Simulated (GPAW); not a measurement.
# Au (Im-3m) in GPAW: notebook

Runs on Au. Level: PBEsol. Tasks: Fermi surface.

Everything below comes from runs of GPAW 26.7.0. Logs are shortened: lines on timing, memory, paths and dates and some standing lists are left out, and cuts for length are marked. The log counts tension as positive stress, the text compression.

### 1 Starting point

The structure is cubic, space group Im-3m (No. 229). Conventional cell: a = 3.315 Å, b = 3.315 Å, c = 3.315 Å, α = 90.00°, β = 90.00°, γ = 90.00°. Au (site symmetry m-3m) has 8 Au at 2.87 Å as nearest neighbours.

This isn't the form of Au at room conditions, which is fcc.

### 2 Fermi surface, PBEsol

The input, run.py:

```python
import json
import numpy as np
from ase import Atoms
from ase.dft.bandgap import bandgap
from ase.io import write
from ase.units import GPa
from gpaw import GPAW, PW, setup_paths

setup_paths.insert(0, '.')

atoms = Atoms(['Au'],
              cell=[[-1.657269, 1.657269, 1.657269],
                    [1.657269, -1.657269, 1.657269],
                    [1.657269, 1.657269, -1.657269]],
              scaled_positions=[[0.0, 0.0, 0.0]],
              pbc=True)

calc = GPAW(mode=PW(510),
            xc='PBEsol',
            kpts={'size': (11, 11, 11), 'gamma': True},
            occupations={'name': 'fermi-dirac', 'width': 0.05},
            nbands=14,
            convergence={'density': 1e-05, 'energy': 1e-05},
            maxiter=150,
            txt='gpaw.txt')
atoms.calc = calc
energy = atoms.get_potential_energy()
forces = atoms.get_forces()
stress = atoms.get_stress()
calc.write('gs.gpw')
write('result.traj', atoms)
print(f'Energy: {energy:.6f} eV')
print('Forces (eV/A):')
print(forces.round(4))
print('Stress (GPa):', (stress / GPa).round(3))
print('Fermi level:', round(calc.get_fermi_level(), 4), 'eV')
print(f'Gap: {bandgap(calc)[0]:.4f} eV, direct: {bandgap(calc, direct=True)[0]:.4f} eV')

size = (18, 18, 18)
dense = calc.fixed_density(kpts={'size': size, 'gamma': True}, update_fermi_level=True,
                           convergence={'bands': 'CBM+2.0', 'eigenstates': 1e-7}, txt='dense.txt')
ef = dense.get_fermi_level()
index = np.round(dense.get_bz_k_points() * size).astype(int) % size
recip = 2 * np.pi * atoms.cell.reciprocal()
sheets = []
for s, e_kn in enumerate(dense.eigenvalues()):
    for n in range(e_kn.shape[1] - 2):
        if e_kn[:, n].min() < ef < e_kn[:, n].max():
            e = np.empty(size)
            e[tuple(index.T)] = e_kn[dense.get_bz_to_ibz_map(), n] - ef
            de = np.array([(np.roll(e, -1, c) - np.roll(e, 1, c)) * size[c] / 2 for c in range(3)])
            v = np.linalg.norm(np.einsum('vc,cxyz->vxyz', np.linalg.inv(recip), de), axis=0)
            w = np.exp(-(e / 0.1)**2) / (0.1 * np.pi**0.5)
            sheets.append({'spin': s, 'band': n, 'filled': (e < 0).mean(), 'dos': w.mean(), 'bottom': e.min(), 'top': e.max(),
                           'velocity': (w * v).sum() / w.sum() * 1.519267e5, 'slice': e[:, :, 0].round(3).tolist()})
            print(f'spin {s} band {n}: filled share {sheets[-1]["filled"]:.3f}, from {e.min():.3f} to {e.max():.3f} eV,',
                  f'{w.mean():.3f} states/eV, mean velocity {sheets[-1]["velocity"]:.3e} m/s')
print('Fermi level on the dense mesh:', round(ef, 4), 'eV,', len(sheets), 'sheets')
json.dump({'ef': ef, 'sheets': sheets}, open('fermi.json', 'w'))
```

Potentials or basis: PAW data sets generated in the run's folder for this functional, pw.

Command:

```sh
$ gpaw-setup -f PBEsol Au
$ OMP_NUM_THREADS=1 python run.py
```

gpaw.txt:

```text
__  _  _
 | _ |_)|_||  |
 |__||  | ||/\| - 26.7.0

Input parameters:
  mode=PW(ecut=510.0),
  convergence={'density': 1e-05, 'energy': 1e-05},
  kpts=MonkhorstPack(size=(11, 11, 11), gamma=True),
  maxiter=150,
  nbands=14,
  occupations=Occupations(name='fermi-dirac', width=0.05),
  xc=XC(name='PBEsol')

Diagonalizing LCAO Hamiltonian
Converting LCAO to pw mode

       Au

Atoms  # Å, Bohr magnetons
|   | symbol |        x |        y |        z |    initial magnetic moments |
|---|--------|----------|----------|----------|-----------------------------|
| 0 |     Au | 0.000000 | 0.000000 | 0.000000 | ( 0.0000,  0.0000,  0.0000) |

Unit cell  # Å
| periodic |         x |         y |         z |  lengths |     angles |
|----------|-----------|-----------|-----------|----------|------------|
|      yes | -1.657269 |  1.657269 |  1.657269 | 2.870474 | 109.471221 |
|      yes |  1.657269 | -1.657269 |  1.657269 | 2.870474 | 109.471221 |
|      yes |  1.657269 |  1.657269 | -1.657269 | 2.870474 | 109.471221 |

Number of symmetries: 48
Symmetry operations  # r_c * U_cc + t_c -> r_c
|    | kind |            matrix            |
|----|------|------------------------------|
|  0 |  σ   |  1, 1, 1,  0, 0,-1,  0,-1, 0 |
|  1 |  C4  |  1, 1, 1,  0, 0,-1, -1, 0, 0 |
|  2 |  C2  |  1, 1, 1,  0,-1, 0,  0, 0,-1 |
|  3 |  S6  |  1, 1, 1,  0,-1, 0, -1, 0, 0 |
|  4 |  S6  |  1, 1, 1, -1, 0, 0,  0, 0,-1 |
|  5 |  C4  |  1, 1, 1, -1, 0, 0,  0,-1, 0 |
|  6 |  E   |  1, 0, 0,  0, 1, 0,  0, 0, 1 |
|  7 |  σ   |  1, 0, 0,  0, 1, 0, -1,-1,-1 |
|  8 |  σ   |  1, 0, 0,  0, 0, 1,  0, 1, 0 |
|  9 |  C3  |  1, 0, 0,  0, 0, 1, -1,-1,-1 |
| 10 |  C3  |  1, 0, 0, -1,-1,-1,  0, 1, 0 |
| 11 |  σ   |  1, 0, 0, -1,-1,-1,  0, 0, 1 |
| 12 |  σ   |  0, 1, 0,  1, 0, 0,  0, 0, 1 |
| 13 |  C2  |  0, 1, 0,  1, 0, 0, -1,-1,-1 |
| 14 |  C3  |  0, 1, 0,  0, 0, 1,  1, 0, 0 |
| 15 |  S4  |  0, 1, 0,  0, 0, 1, -1,-1,-1 |
| 16 |  S4  |  0, 1, 0, -1,-1,-1,  1, 0, 0 |
| 17 |  C3  |  0, 1, 0, -1,-1,-1,  0, 0, 1 |
| 18 |  C3  |  0, 0, 1,  1, 0, 0,  0, 1, 0 |
| 19 |  S4  |  0, 0, 1,  1, 0, 0, -1,-1,-1 |
| 20 |  σ   |  0, 0, 1,  0, 1, 0,  1, 0, 0 |
| 21 |  C3  |  0, 0, 1,  0, 1, 0, -1,-1,-1 |
| 22 |  C2  |  0, 0, 1, -1,-1,-1,  1, 0, 0 |
| 23 |  S4  |  0, 0, 1, -1,-1,-1,  0, 1, 0 |
| 24 |  C4  |  0, 0,-1,  1, 1, 1,  0,-1, 0 |
| 25 |  σ   |  0, 0,-1,  1, 1, 1, -1, 0, 0 |
| 26 |  S6  |  0, 0,-1,  0,-1, 0,  1, 1, 1 |
| 27 |  C2  |  0, 0,-1,  0,-1, 0, -1, 0, 0 |
| 28 |  C4  |  0, 0,-1, -1, 0, 0,  1, 1, 1 |
| 29 |  S6  |  0, 0,-1, -1, 0, 0,  0,-1, 0 |
| 30 |  S6  |  0,-1, 0,  1, 1, 1,  0, 0,-1 |
| 31 |  C4  |  0,-1, 0,  1, 1, 1, -1, 0, 0 |
| 32 |  C4  |  0,-1, 0,  0, 0,-1,  1, 1, 1 |
| 33 |  S6  |  0,-1, 0,  0, 0,-1, -1, 0, 0 |
| 34 |  σ   |  0,-1, 0, -1, 0, 0,  1, 1, 1 |
| 35 |  C2  |  0,-1, 0, -1, 0, 0,  0, 0,-1 |
| 36 |  C2  | -1, 0, 0,  1, 1, 1,  0, 0,-1 |
| 37 |  S6  | -1, 0, 0,  1, 1, 1,  0,-1, 0 |
| 38 |  S6  | -1, 0, 0,  0, 0,-1,  1, 1, 1 |
| 39 |  C2  | -1, 0, 0,  0, 0,-1,  0,-1, 0 |
| 40 |  C2  | -1, 0, 0,  0,-1, 0,  1, 1, 1 |
| 41 |  i   | -1, 0, 0,  0,-1, 0,  0, 0,-1 |
| 42 |  S4  | -1,-1,-1,  1, 0, 0,  0, 1, 0 |
| 43 |  C3  | -1,-1,-1,  1, 0, 0,  0, 0, 1 |
| 44 |  C3  | -1,-1,-1,  0, 1, 0,  1, 0, 0 |
| 45 |  σ   | -1,-1,-1,  0, 1, 0,  0, 0, 1 |
| 46 |  S4  | -1,-1,-1,  0, 0, 1,  1, 0, 0 |
| 47 |  C2  | -1,-1,-1,  0, 0, 1,  0, 1, 0 |

BZ-sampling:
  Number of BZ points: 1331
  Number of IBZ points: 56

  Monkhorst-Pack size: [11, 11, 11]
  Monkhorst-Pack shift: [0, 0, 0]

K-points  # in reciprocal-cell coordinates
|     |                                coordinates |     weight |
|-----|--------------------------------------------|------------|
|   0 | (  0.00000000,   0.00000000,   0.00000000) | 0.00075131 |
|   1 | (  0.09090909,   0.00000000,   0.00000000) | 0.00901578 |
|   2 | (  0.09090909,   0.09090909,  -0.09090909) | 0.00450789 |
|   3 | (  0.18181818,   0.00000000,  -0.09090909) | 0.01803156 |
|   4 | (  0.18181818,   0.00000000,   0.00000000) | 0.00901578 |
|   5 | (  0.18181818,   0.09090909,  -0.09090909) | 0.01803156 |
|   6 | (  0.18181818,   0.18181818,  -0.18181818) | 0.00450789 |
|   7 | (  0.27272727,  -0.09090909,  -0.09090909) | 0.00601052 |
|   8 | (  0.27272727,   0.00000000,  -0.09090909) | 0.03606311 |
|   9 | (  0.27272727,   0.00000000,   0.00000000) | 0.00901578 |
| ... |                                            |            |
|  55 | (  0.45454545,   0.45454545,   0.45454545) | 0.00601052 |

Plane wave coefficients: 486
Cutoff: 510.0 eV

Spin-components: 1 (collinear spins)
Bands:           14
Projectors:      6
Spin-degeneracy: 2
Datatype:        complex128

Parallelization:
  kpt:    1
  domain: 1
  band:   1

Density:
  Valence electrons: 11.0
  Components: 1
  Grid points: [15 15 15]
  Charge: 0.0  # |e|

Potential:
  Grid points: [15 15 15]

species:
  Au:
    name:    Gold
    Z:       79.0
    valence: 11
    core:    68
    charge:  0.0  # [|e|]
    compensation charges:
      type: gauss
      rc: 0.42  # [Å]
      lmax: 2
    cutoffs:
      filter: 2.33  # [Å]
      core: 2.81  # [Å]
    projectors
    | kind |    occ | energy [eV] | rcut [Å] |
    |------|--------|-------------|----------|
    |   6s |  1.000 |      -5.766 |    1.323 |
    |   6p |  0.000 |      -0.708 |    1.323 |
    |   5d | 10.000 |      -6.915 |    1.323 |
    |    s |        |      21.446 |    1.323 |
    |    p |        |      26.504 |    1.323 |
    |    d |        |      20.296 |    1.323 |

    Using partial waves for Au as LCAO basis

Reference energy: -516455.655722  # eV

eigensolver:
  PPCG
  Converge bands: occupied
  niter=2

density mixing:
  MSR1-Mixer
  Pratt-step length: 0.05
  Maximum mixing coefficient: 0.75
  Old densities: 10
  SVD Regularization: 0.005
  Good broyden scale: 1.0
  Trust region scale: 1.0
  Backstep threshold: 4.0
  History deletion threshold: 6.0
  Fourier metric: weight=20.0, sigma=0.015

occupation numbers:
  Fermi-Dirac:
    width: 0.0500  # eV

poisson solver:
  ecut: 4080.0  # eV

xc functional:
  name: PBEsol with 2 nearest neighbor stencil

convergence criteria:
- Maximum integral of absolute [dens]ity change: 1e-05 electrons / valence electron
- Maximum [total energy] change in last 3 cyles: 1e-05 eV / valence electron
- Maximum integral of absolute [eigenst]ate change: 4e-08 eV^2 / valence electron
maximum number of iterations: 150

SCF iterations
|iter     | |      energy | eigst |  dens |
|---------|-|-------------|-------|-------|
|iter:   1| |   -4.117743 | -0.48 |       |
|iter:   2| |   -4.044591 | -2.89 | -1.06 |
|iter:   3| |   -3.783195 | -2.16 | -1.11 |
|iter:   4| |   -3.780812 | -4.43 | -2.05 |
|iter:   5| |   -3.780030 | -4.46 | -2.34 |
|iter:   6| |   -3.780030 | -7.54c| -3.88 |
|iter:   7| |   -3.780030c| -7.56c| -4.21 |
|iter:   8| |   -3.780030c| -8.98c| -5.25c|

Converged in 8 steps
Energy contributions relative to reference atoms: (reference = -516455.655722)

Energy contributions:
  Kinetic:         -14.053528
  Coulomb:          11.844555
  Zero:              0.144289
  External:          0.000000
  Xc:               -1.712335
  Entropy:          -0.006021
  Spinorbit:         0.000000
  ----------------------------
  Free energy:      -3.783040
  Extrapolated:     -3.780030

dipole moment: (-5.669906, -5.669906, -5.669906)  # |e|*Ang

Fermi level: 8.553
Eigenvalues  # (at kpt = [0.000, 0.000, 0.000])
| band index |      eig [eV] | occ [0-2] |
|------------|---------------|-----------|
|          0 |        -0.535 |     2.000 |
|          1 |         4.179 |     2.000 |
|          2 |         4.179 |     2.000 |
|          3 |         4.179 |     2.000 |
|          4 |         5.919 |     2.000 |
|          5 |         5.919 |     2.000 |
|          6 |        26.337 |     0.000 |
|          7 |        26.337 |     0.000 |
|          8 |        26.337 |     0.000 |
|          9 |        32.060 |     0.000 |
|         10 |        32.060 |     0.000 |
|         11 |        32.060 |     0.000 |
|         12 |        32.988 |     0.000 |
|         13 |        32.988 |     0.000 |

No gap
No difference between direct/indirect transitions

Forces  # eV/Ang
|       x |        y |        z |
|---------|----------|----------|
| 0.00000 | -0.00000 | -0.00000 |  # Au   0

Stress tensor  # eV/Ang^3
|        x |         y |         z |
|----------|-----------|-----------|
| 0.044370 |  0.000000 |  0.000000 |
| 0.000000 |  0.044370 | -0.000000 |
| 0.000000 | -0.000000 |  0.044370 |

# Writing to gs.gpw (mode='')
```

It took 23 s on 1 thread of Arm Neoverse V1, shared host; peak memory 0.17 GiB.

What came out:

- Free energy: -3.7830 eV
- Pressure: -7.1 GPa
- Band gap on the k mesh: none (metal or under the smearing width)

Levels at points of the mesh, in eV from the Fermi level:
```csv
k point,band 1,band 2,band 3,band 4,band 5,band 6,band 7,band 8,band 9,band 10
"(0.00, 0.00, 0.00)",-9.09,-4.37,-4.37,-4.37,-2.63,-2.63,17.78,17.78,17.78,23.51
```

Caveat: with this Au data set, volumes or pressures lay over 1.5 % or 2 GPa off other programs in two to four cells of ten; the cutoff is short for stress and forces, so pressures can be off by a GPa or more. The run has no spin-orbit coupling, so splittings on Au are missing.

### 3 Fermi surface, PBEsol

This run uses another cell than the first one, of 17.48 Å³/atom, 0.960 times its volume.

Changes to run.py since step 2:

```diff
@@ -11,5 +11,5 @@
 atoms = Atoms(['Au'],
-              cell=[[-1.657269, 1.657269, 1.657269],
-                    [1.657269, -1.657269, 1.657269],
-                    [1.657269, 1.657269, -1.657269]],
+              cell=[[-1.6348707273, 1.6348707273, 1.6348707273],
+                    [1.6348707273, -1.6348707273, 1.6348707273],
+                    [1.6348707273, 1.6348707273, -1.6348707273]],
               scaled_positions=[[0.0, 0.0, 0.0]],
```

Potentials or basis: PAW data sets generated in the run's folder for this functional, pw.

Command:

```sh
$ gpaw-setup -f PBEsol Au
$ OMP_NUM_THREADS=1 python run.py
```

gpaw.txt:

```text
__  _  _
 | _ |_)|_||  |
 |__||  | ||/\| - 26.7.0

Input parameters:
  mode=PW(ecut=510.0),
  convergence={'density': 1e-05, 'energy': 1e-05},
  kpts=MonkhorstPack(size=(11, 11, 11), gamma=True),
  maxiter=150,
  nbands=14,
  occupations=Occupations(name='fermi-dirac', width=0.05),
  xc=XC(name='PBEsol')

Diagonalizing LCAO Hamiltonian
Converting LCAO to pw mode

       Au

Atoms  # Å, Bohr magnetons
|   | symbol |        x |        y |        z |    initial magnetic moments |
|---|--------|----------|----------|----------|-----------------------------|
| 0 |     Au | 0.000000 | 0.000000 | 0.000000 | ( 0.0000,  0.0000,  0.0000) |

Unit cell  # Å
| periodic |         x |         y |         z |  lengths |     angles |
|----------|-----------|-----------|-----------|----------|------------|
|      yes | -1.634871 |  1.634871 |  1.634871 | 2.831679 | 109.471221 |
|      yes |  1.634871 | -1.634871 |  1.634871 | 2.831679 | 109.471221 |
|      yes |  1.634871 |  1.634871 | -1.634871 | 2.831679 | 109.471221 |

Number of symmetries: 48
[... 173 lines left out ...]

Energy contributions:
  Kinetic:         -11.188955
  Coulomb:           9.417158
  Zero:              0.152060
  External:          0.000000
  Xc:               -2.175428
  Entropy:          -0.005795
  Spinorbit:         0.000000
  ----------------------------
  Free energy:      -3.800960
  Extrapolated:     -3.798063

dipole moment: (-5.599110, -5.599110, -5.599110)  # |e|*Ang

Fermi level: 9.207
Eigenvalues  # (at kpt = [0.000, 0.000, 0.000])
| band index |      eig [eV] | occ [0-2] |
|------------|---------------|-----------|
|          0 |        -0.282 |     2.000 |
|          1 |         4.630 |     2.000 |
|          2 |         4.630 |     2.000 |
|          3 |         4.630 |     2.000 |
|          4 |         6.489 |     2.000 |
|          5 |         6.489 |     2.000 |
|          6 |        27.124 |     0.000 |
|          7 |        27.124 |     0.000 |
|          8 |        27.124 |     0.000 |
|          9 |        33.504 |     0.000 |
|         10 |        33.504 |     0.000 |
|         11 |        33.504 |     0.000 |
|         12 |        34.112 |     0.000 |
|         13 |        34.112 |     0.000 |

No gap
No difference between direct/indirect transitions

Forces  # eV/Ang
|       x |       y |       z |
|---------|---------|---------|
| 0.00000 | 0.00000 | 0.00000 |  # Au   0

Stress tensor  # eV/Ang^3
|        x |         y |         z |
|----------|-----------|-----------|
| 0.008394 |  0.000000 |  0.000000 |
| 0.000000 |  0.008394 | -0.000000 |
| 0.000000 | -0.000000 |  0.008394 |

# Writing to gs.gpw (mode='')
```

stdout:

```text
Energy: -3.798063 eV
Forces (eV/A):
[[0. 0. 0.]]
Stress (GPa): [ 1.345  1.345  1.345 -0.     0.     0.   ]
Fermi level: 9.2074 eV
Gap: 0.0000 eV, direct: 0.0000 eV
spin 0 band 5: filled share 0.501, from -2.977 to 6.329 eV, 0.047 states/eV, mean velocity 1.350e+06 m/s
Fermi level on the dense mesh: 9.3838 eV, 1 sheets
```

dense.txt:

```text
Diagonalizing LCAO Hamiltonian
Converting LCAO to pw mode
convergence criteria:
- Maximum integral of absolute [eigenst]ate change: 1e-07 eV^2 / valence electron
maximum number of iterations: 150

SCF iterations
|iter     | |      energy | eigst |  dens |
|---------|-|-------------|-------|-------|
|iter:   1| |             | -0.90 |       |
|iter:   2| |             | -2.57 |       |
|iter:   3| |             | -3.94 |       |
|iter:   4| |             | -5.61 |       |
|iter:   5| |             | -7.04c|       |
SCF steps: 5
  __  _  _
 | _ |_)|_||  |
 |__||  | ||/\| - 26.7.0

Input parameters:
  mode=PW(ecut=510.0),
  convergence={'bands': 'CBM+2.0', 'eigenstates': 1e-07},
  gpts=array([15, 15, 15]),
  kpts=MonkhorstPack(size=(18, 18, 18), gamma=True),
  maxiter=150,
  nbands=14,
  occupations=Occupations(name='fermi-dirac', width=0.05),
  xc=XC(name='PBEsol')
```

Wall time 23 s (1 thread of Arm Neoverse V1, shared host); peak memory 0.17 GiB.

What came out:

```
Free energy            : -3.8010 eV
Pressure               : -1.3 GPa
Band gap on the k mesh : none (metal or under the smearing width)
```

Levels at points of the mesh, in eV from the Fermi level:
| k point | band 2 | band 3 | band 4 | band 5 | band 6 | band 7 | band 8 | band 9 |
| --- | --- | --- | --- | --- | --- | --- | --- | --- |
| (0.00, 0.00, 0.00) | -4.58 | -4.58 | -4.58 | -2.72 | -2.72 | 17.92 | 17.92 | 17.92 |

Caveat: with this Au data set, volumes or pressures lay over 1.5 % or 2 GPa off other programs in two to four cells of ten; the cutoff is short for stress and forces, so pressures can be off by a GPa or more.

(Continued in part 2 of 2.)
